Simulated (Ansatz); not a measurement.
Theory: Ansatz 0.2.0, DFT PBE, scalar-relativistic, plane waves, PAW. Settings: cutoff 420 eV, Γ-centred meshes spaced at most about 0.3 Å⁻¹, and about 0.25 Å⁻¹ or finer for metals (2π included), Gaussian smearing. No spin polarisation.

Temperature and zero-point effects are left out.

Question: Order these relaxed structures of Al4Cu by energy, lowest first, with the energy over the lowest of them.
A.

```xyz
10
Lattice="2.8241 0.0000 0.0000 -1.4120 2.4457 0.0000 0.0000 0.0000 22.4309" Properties=species:S:1:pos:R:3 pbc="T T T"
Al    0.0000    1.6305   20.0544
Al    0.0000    1.6305    2.3766
Al    0.0000    1.6305    7.1485
Al    0.0000    1.6305   11.2155
Al    0.0000    1.6305   15.2824
Al    1.4120    0.8152    0.0000
Al    1.4120    0.8152    4.7736
Al    1.4120    0.8152   17.6573
Cu    1.4120    0.8152    9.1979
Cu    1.4120    0.8152   13.2330
```

B.

```xyz
5
Lattice="-1.4166 1.4166 9.5563 1.4166 -1.4166 9.5563 1.4166 1.4166 -9.5563" Properties=species:S:1:pos:R:3 pbc="T T T"
Al    0.0000    0.0000   11.2389
Al    0.0000    0.0000    3.7475
Al    0.0000    0.0000   15.3651
Al    0.0000    0.0000    7.8737
Cu    0.0000    0.0000    0.0000
```

C.

```xyz
5
Lattice="-3.1109 3.1109 1.9941 3.1109 -3.1109 1.9941 3.1109 3.1109 -1.9941" Properties=species:S:1:pos:R:3 pbc="T T T"
Al    1.8561    0.6589    0.0000
Al    1.2548    2.4519    1.9941
Al    0.6589    4.3657    0.0000
Al    2.4519   -1.2548    1.9941
Cu    0.0000    0.0000    1.9941
```

Answer: B (0 meV/atom), C (36 meV/atom), A (52 meV/atom). Forms: B I4/mmm; C I4/m; A P-6m2. Counting all near atoms (those within 1.25 times the shortest distance at each site): B has Al 12, Cu 12; C has Al 12, Cu 12; A has Al 12, Cu 12. All come from invented guesses.

The k mesh leaves some 4 meV/atom of noise in the energy of each metallic cell. Cells relaxed within their symmetry can be saddle points. Some types were kept out of the candidates beforehand, so the set may lack a known form.
